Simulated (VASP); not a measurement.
Input of a VASP 6.6.1 run:

The input INCAR:

```
PREC = Accurate ; ENCUT = 600
EDIFF = 1E-7 ; ISMEAR = 1
SIGMA = 0.1 ; LREAL = False
LASPH = True ; NELM = 80
ALGO = Normal ; ISIF = 3
LWAVE = False ; LCHARG = False
GGA = PS ; IBRION = 2
NSW = 90 ; EDIFFG = -0.005
KPAR = 4
```

KPOINTS

```
regular mesh
0
Gamma
  15 15 9
```

File POSCAR:

```
Ru                                      
1.0
    2.6882645203     -0.0000000000     -0.0000000000
   -1.3441322602      2.3281053667     -0.0000000000
    0.0000000000     -0.0000000000      4.2552987588
  Ru            
     2
Direct
     0.3333333332999970    0.6666666667000030    0.2500000000000000
     0.6666666667000030    0.3333333332999970    0.7500000000000000
```

Potentials or basis: VASP PAW PBE potentials, release 64 (Ru_pv).

Run with:

```bash
$ cat potpaw_PBE.64/Ru_pv/POTCAR > POTCAR
$ mpirun -np 4 vasp_std > vasp.out
```

Estimate the band gap on the k mesh.

none (metal or under the smearing width).

What does it give for the relaxed volume?

13.31 Å³/atom.

What does it give for the relaxed cell?

a = 2.688 Å, b = 2.688 Å, c = 4.255 Å, α = 90.00°, β = 90.00°, γ = 120.00°.

Final structure:
```cif
data_structure
_symmetry_space_group_name_H-M 'P 1'
_symmetry_Int_Tables_number 1
_cell_length_a 2.6879
_cell_length_b 2.6879
_cell_length_c 4.2552
_cell_angle_alpha 90.000
_cell_angle_beta 90.000
_cell_angle_gamma 120.000
_cell_volume 26.62
loop_
_atom_site_label
_atom_site_type_symbol
_atom_site_fract_x
_atom_site_fract_y
_atom_site_fract_z
_atom_site_occupancy
Ru1 Ru 0.33333 0.66667 0.25000 1
Ru2 Ru 0.66667 0.33333 0.75000 1
```

Caveat: the PAW data sets were made with another functional, which shifts forces and pressure a little.
